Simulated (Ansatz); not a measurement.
**Trial inputs on MgH2**

All trials start from this Ansatz input:

```yaml
crystal:
  lattice:
    - [0.0, 2.3810671667, 2.3810671667]
    - [2.3810671667, 0.0, 2.3810671667]
    - [2.3810671667, 2.3810671667, 0.0]
  atoms:
    - { symbol: Mg, position: [0.0, 0.0, 0.0] }
    - { symbol: H, position: [0.75, 0.75, 0.75] }
    - { symbol: H, position: [0.25, 0.25, 0.25] }
basis:
  ecutwfc: 420
kpoints:
  mp_grid: { grid: [8, 8, 8] }
hamiltonian:
  xc: pbe
scf:
  occupations: { method: gaussian, width: 0.1 }
output:
  forces: true
  stress: true
  eigenvalues: true
```

Command:

```bash
ansatz run input.yaml --threads 1 --pin off --max-ram 1331MiB --backend cpu --events-out ev --progress --plain --runs-dir out
```

The run converges in 6 SCF iterations on 29 irreducible k-points: pressure -0.26 GPa, no gap.

These settings were drawn at random to show what each does; none of the numbers is a converged property of the crystal. Each trial's input is given as a difference from the reference's; energies are extrapolated to zero smearing where there is one, and pressure is positive in compression.

Trial 1:

```diff
 basis:
-  ecutwfc: 420
+  ecutwfc: "20 Ha"
 hamiltonian:
-  xc: pbe
+  xc: lda
+  dispersion: rvv10
 scf:
+  mixing: { beta: 0.1 }
+  initial_density: { chi_scale: 0, normalization: atom }
+  max_iter: 90
 output:
+  populations: true
```

The program refuses the input:

```text
Error: inconsistent input (hamiltonian.dispersion, hamiltonian.xc): `dispersion: rvv10` has no canonical (b, C) pairing for the chosen semilocal exchange/correlation — only rPW86-x + PBE96-c (the original rVV10) and r²SCAN are tabulated
```

Next try, with these keys changed back:

```diff
 hamiltonian:
-  dispersion: rvv10
```

The run converges in 7 SCF iterations on 29 irreducible k-points: pressure -3.39 GPa, no gap.

Trial 2 (atoms moved):

```diff
 crystal:
   atoms:
-    - { symbol: Mg, position: [0.0, 0.0, 0.0] }
-    - { symbol: H, position: [0.75, 0.75, 0.75] }
-    - { symbol: H, position: [0.25, 0.25, 0.25] }
+    - { symbol: Mg, position: [0.058431863, -0.0149986844, -0.0098456172] }
+    - { symbol: H, position: [0.7754564235, 0.7959666004, 0.7348764809] }
+    - { symbol: H, position: [0.2442987199, 0.2412572278, 0.2737920181] }
```

The run converges in 6 SCF iterations on 260 irreducible k-points: energy 24.1 meV per atom above the reference, pressure 0.60 GPa, largest force 0.497 eV/Å, no gap.

Trial 3:

```diff
 basis:
-  ecutwfc: 420
+  ecutwfc: 250
 scf:
+  mixing: { ndim: 3 }
+  max_iter: 56
```

The run converges in 6 SCF iterations on 29 irreducible k-points: energy 103 meV per atom above the reference, pressure -0.03 GPa (unreliable at so low a cutoff), no gap. It warns that the cutoff lies under the recommended one, 420 eV for these potentials.

Trial 4:

```diff
 kpoints:
-  mp_grid: { grid: [8, 8, 8] }
+  mp_grid: { grid: [6, 3, 2] }
 scf:
-  occupations: { method: gaussian, width: 0.1 }
+  occupations: { method: methfessel_paxton, width: 0.0024 }
+  n_extra_bands: 1
+  max_iter: 100
+accuracy: best
```

The program refuses the input:

```text
Error: YAML parse error: error: line 24 column 1: unknown variant `best`, expected one of low, medium, high
```

Next try, with these keys changed back:

```diff
-accuracy: best
```

The run converges in 5 SCF iterations on 20 irreducible k-points: energy 24.0 meV per atom below the reference, pressure -0.60 GPa, largest force 0.005 eV/Å, no gap. It warns that the mesh lowers the symmetry.

Trial 5:

```diff
 basis:
-  ecutwfc: 420
+  ecutwfc: "23 Ry"
 scf:
-  occupations: { method: gaussian, width: 0.1 }
+  occupations: { method: cold, width: 0.029 }
+  n_extra_bands: 30
+  convergence: { dr2_threshold: "1e-4 eV" }
```

The run converges in 4 SCF iterations on 29 irreducible k-points: energy 13.5 meV per atom above the reference, pressure -0.24 GPa, no gap. It warns that the cutoff lies under the recommended one, 420 eV for these potentials; that the SCF threshold is loose for the forces; that the SCF threshold is loose for the stress.

Trial 6:

```diff
 crystal:
   atoms:
-    - { symbol: Mg, position: [0.0, 0.0, 0.0] }
+    - { symbol: Mg, position: [0.0, 0.0] }
 hamiltonian:
-  xc: pbe
+  xc: pbesol
 scf:
+  n_extra_bands: 2000
+  max_iter: 66
```

The program refuses the input:

```text
Error: YAML parse error: error: line 7 column 21: invalid length 2, expected an array of length 3
```

Next try, with these keys changed back:

```diff
 crystal:
   atoms:
-    - { symbol: Mg, position: [0.0, 0.0] }
+    - { symbol: Mg, position: [0.0, 0.0, 0.0] }
```

The program refuses the input:

```text
Error: inconsistent input (scf.n_extra_bands, basis.ecutwfc, kpoints): n_bands = 2006 exceeds the smallest per-k basis n_pw = 518 (k-point 27, counted from 0 among those solved) — raise basis.ecutwfc or lower scf.n_extra_bands
```

Next try, with these keys changed back:

```diff
 scf:
-  n_extra_bands: 2000
```

The run converges in 6 SCF iterations on 29 irreducible k-points: pressure -1.40 GPa, no gap.

Trial 7 (volume scaled):

```diff
 crystal:
   lattice:
-    - [0.0, 2.3810671667, 2.3810671667]
-    - [2.3810671667, 0.0, 2.3810671667]
-    - [2.3810671667, 2.3810671667, 0.0]
+    - [0.0, 2.4579282898, 2.4579282898]
+    - [2.4579282898, 0.0, 2.4579282898]
+    - [2.4579282898, 2.4579282898, 0.0]
 kpoints:
-  mp_grid: { grid: [8, 8, 8] }
+  mp_grid: { kspacing: 0.67 }
+  band_path: { path: [VBM, CBM], npoints: 5 }
```

The run converges in 6 SCF iterations on 8 irreducible k-points: energy 8.59 meV per atom above the reference, pressure -4.99 GPa, no gap.

Trial 8:

```diff
 crystal:
+  symmetry: { tolerance: 0 }
 basis:
-  ecutwfc: 420
+  ecutwfc: "17 Ry"
 kpoints:
-  mp_grid: { grid: [8, 8, 8] }
+  mp_grid: { kspacing: 1.3 }
+  band_path: { path: [VBM, CBM], npoints: 5 }
 scf:
+  max_iter: 70
```

The program refuses the input:

```text
Error: invalid value for `crystal.symmetry.tolerance`: must be finite and in (0, 0.25); got 0
```

Next try, with these keys changed back:

```diff
 crystal:
-  symmetry: { tolerance: 0 }
```

The run converges in 6 SCF iterations on 3 irreducible k-points: energy 126 meV per atom above the reference, pressure -1.63 GPa (unreliable at so low a cutoff), no gap. It warns that the cutoff lies under the recommended one, 420 eV for these potentials.